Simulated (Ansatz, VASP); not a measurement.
## Ti in VASP and in Ansatz

```
Ti
1.0
     0.06090    2.06045    2.06045
     2.06045    0.06090    2.06045
     2.06045    2.06045    0.06090
Ti
1
Direct
  0.00000 0.00000 0.00000
```

Change from the starting cell: equal xy, yz and zx shear strains of +3 %, crystal datasets.

Alike in both runs: task electric field gradients; functional LDA; k mesh 15 × 15 × 15; occupations fermi-dirac, width 0.05 eV; no spin polarisation.

|  | VASP | Ansatz |
| --- | --- | --- |
| version | VASP 6.6.1 | Ansatz 0.2.0 |
| potentials or method | VASP PAW LDA potentials, release 64 (Ti_sv), cutoff 520 eV | all-electron PAW with datasets made for the crystal, scalar-relativistic |

Ansatz gave:

| Property | Result |
| --- | --- |
| pressure (GPa) | -4.8 |
| largest component of the traceless stress (GPa) | 1.51 |
| Vzz of the field gradient on the site that differs most (V/Å²) | -11.6 |

Task: Which values does VASP return?

Result: Pressure (GPa): -4.9; largest component of the traceless stress (GPa): 1.50; Vzz of the field gradient on the site that differs most (V/Å²): -11.9.

Ansatz ran all-electron here, so the differences hold the error of VASP's frozen core and of both bases.
